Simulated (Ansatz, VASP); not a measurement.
Two plane-wave programs on Mg

POSCAR

```
Mg
1.0
    3.2093000000      0.0000000000      0.0000000000
   -1.6046500000      2.7793353284      0.0000000000
    0.0000000000      0.0000000000      5.2103000000
Mg
2
Direct
    0.6666666667      0.3333333333      0.7500000000
    0.3333333333      0.6666666667      0.2500000000
```

Contents of INCAR.step1:

```
  ALGO = Normal
  EDIFF = 1E-5
  ENCUT = 520
  GGA = PE
  ISIF = 2
  ISMEAR = -1
  LASPH = T
  LCHARG = F
  LREAL = F
  LWAVE = T
  NELM = 80
  PREC = Accurate
  SIGMA = 0.05
```

Contents of INCAR.step2:

```
  ALGO = Normal
  EDIFF = 1E-7
  ENCUT = 520
  GGA = PS
  HFSCREEN = 0.2
  ISIF = 2
  ISMEAR = -1
  ISTART = 1
  LASPH = T
  LCHARG = F
  LHFCALC = T
  LREAL = F
  LWAVE = F
  NELM = 80
  PREC = Accurate
  PRECFOCK = Normal
  SIGMA = 0.05
```

File KPOINTS:

```
k-points
0
Gamma
  5 5 3
```

File KPOINTS_OPT:

```
path GMKGALHA,LM,KH
12
line-mode
reciprocal
 0.0000000000  0.0000000000  0.0000000000  G
 0.5000000000  0.0000000000  0.0000000000  M

 0.5000000000  0.0000000000  0.0000000000  M
 0.3333333333  0.3333333333  0.0000000000  K

 0.3333333333  0.3333333333  0.0000000000  K
 0.0000000000  0.0000000000  0.0000000000  G

 0.0000000000  0.0000000000  0.0000000000  G
 0.0000000000  0.0000000000  0.5000000000  A

 0.0000000000  0.0000000000  0.5000000000  A
 0.5000000000  0.0000000000  0.5000000000  L

 0.5000000000  0.0000000000  0.5000000000  L
 0.3333333333  0.3333333333  0.5000000000  H

 0.3333333333  0.3333333333  0.5000000000  H
 0.0000000000  0.0000000000  0.5000000000  A

 0.5000000000  0.0000000000  0.5000000000  L
 0.5000000000  0.0000000000  0.0000000000  M

 0.3333333333  0.3333333333  0.0000000000  K
 0.3333333333  0.3333333333  0.5000000000  H
```

The input input.yaml:

```yaml
crystal:
  lattice:
    - [3.2093, 0.0, 0.0]
    - [-1.60465, 2.7793353284, 0.0]
    - [0.0, 0.0, 5.2103]
  atoms:
    - { symbol: Mg, position: [0.6666666667, 0.3333333333, 0.75] }
    - { symbol: Mg, position: [0.3333333333, 0.6666666667, 0.25] }
hamiltonian:
  xc:
    exchange: hjs_pbesol
    correlation: pbesol
    exx: { coeff: 0.25, omega: 0.207 }
  pseudopotentials: { kind: paw }
kpoints:
  mp_grid: { grid: [5, 5, 3] }
  band_path:
    path:
      - [[0.0, 0.0, 0.0], [0.5, 0.0, 0.0], [0.3333333333, 0.3333333333, 0.0], [0.0, 0.0, 0.0], [0.0, 0.0, 0.5], [0.5, 0.0, 0.5], [0.3333333333, 0.3333333333, 0.5], [0.0, 0.0, 0.5]]
      - [[0.5, 0.0, 0.5], [0.5, 0.0, 0.0]]
      - [[0.3333333333, 0.3333333333, 0.0], [0.3333333333, 0.3333333333, 0.5]]
    npoints: 4
scf:
  occupations: { method: fermi_dirac, width: 0.05 }
  n_extra_bands: 6
output:
  forces: true
  stress: true
  eigenvalues: true
  fatbands: false
```

Alike in both runs: task band structure; functional HSEsol; k mesh 5 × 5 × 3; occupations fermi-dirac, width 0.05 eV; no spin polarisation.

|  | VASP | Ansatz |
| --- | --- | --- |
| version | VASP 6.6.1 | Ansatz 0.2.0 |
| potentials or method | VASP PAW PBE potentials, release 64 (Mg) | Ansatz PAW |
| plane-wave cutoff (eV) | 520 | 420 |
| valence electrons in the cell | 4 | 20 |

|  | VASP | Ansatz | Ansatz less VASP |
| --- | --- | --- | --- |
| gap on the k mesh at the Fermi level (eV) | none | none | - |
| pressure (GPa) | -1.1 | -1.0 | +0.15 |
| largest component of the traceless stress (GPa) | 0.50 | 0.50 | +0.006 |

A gap of «none» marks a metal or a gap that the smearing closes. The two sets of potentials don't hold the same shells in valence.

Caveats: the k mesh is coarse (spacing up to 0.45 Å⁻¹), so the values aren't converged, least of all with exact exchange; the PAW data sets were made with another functional, which shifts forces and pressure a little (VASP); the PAW data sets come from PBE, with cores solved anew for the run's functional, which leaves a small shift of forces and pressure (Ansatz); the thresholds are loose for stress (Ansatz).
